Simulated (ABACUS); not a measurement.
CuO (Tenorite):

```
Cu O
1.0
     2.34185   -1.71130    0.00000
     2.34185    1.71130    0.00000
    -0.85003    0.00000    5.05787
Cu O
2 2
Direct
  0.50000 0.00000 0.50000
  0.00000 0.50000 0.00000
  0.41840 0.58160 0.75000
  0.58160 0.41840 0.25000
```

```yaml
Program: ABACUS 3.10.1
Task: single point
Functional: PBEsol
Potentials_or_basis: PseudoDojo NC SR 0.4.1 PBEsol standard
Cutoff: 1252 eV
Density_cutoff: 5007 eV
Basis: plane waves
k_mesh: 10 × 10 × 5
Occupations: fermi-dirac, width 0.05 eV
Spin: no spin polarisation
```

On this cell: pressure -3.0 GPa; largest force 0.374 eV/Å; band gap on the k mesh none (metal or under the smearing width).

The same run follows on a disturbed copy (atoms moved at random, drawn with an rms of 0.05 Å):

```xyz
4
Lattice="2.3418 -1.7113 0.0000 2.3418 1.7113 0.0000 -0.8500 0.0000 5.0579" Properties=species:S:1:pos:R:3 pbc="T T T"
Cu    0.7398   -0.8817    2.5292
Cu    1.1850    0.8812    0.0393
O     1.6884    0.2902    3.8152
O     2.1015   -0.2909    1.2727
```

Problem. What does the disturbed cell give?

Solution. The energy (extrapolated to zero smearing) moves by +5.5 meV/atom; pressure -3.2 GPa; largest force 0.505 eV/Å; band gap on the k mesh none (metal or under the smearing width).

Forces on the atoms (eV/Å):
```
Cu  -0.046  0.138  0.376
Cu  -0.188  0.004 -0.329
O    0.097 -0.486 -0.098
O    0.138  0.343  0.051
```

Stress tensor (GPa, compression positive):
```
-3.69 -0.17 -0.75
-0.17 -0.66 -0.44
-0.75 -0.44 -5.37
```

Caveats: the run has no spin polarisation, though such a crystal can be magnetic; semilocal functionals often make such compounds metallic where correlation or magnetic order opens a gap, which also shifts bond lengths.
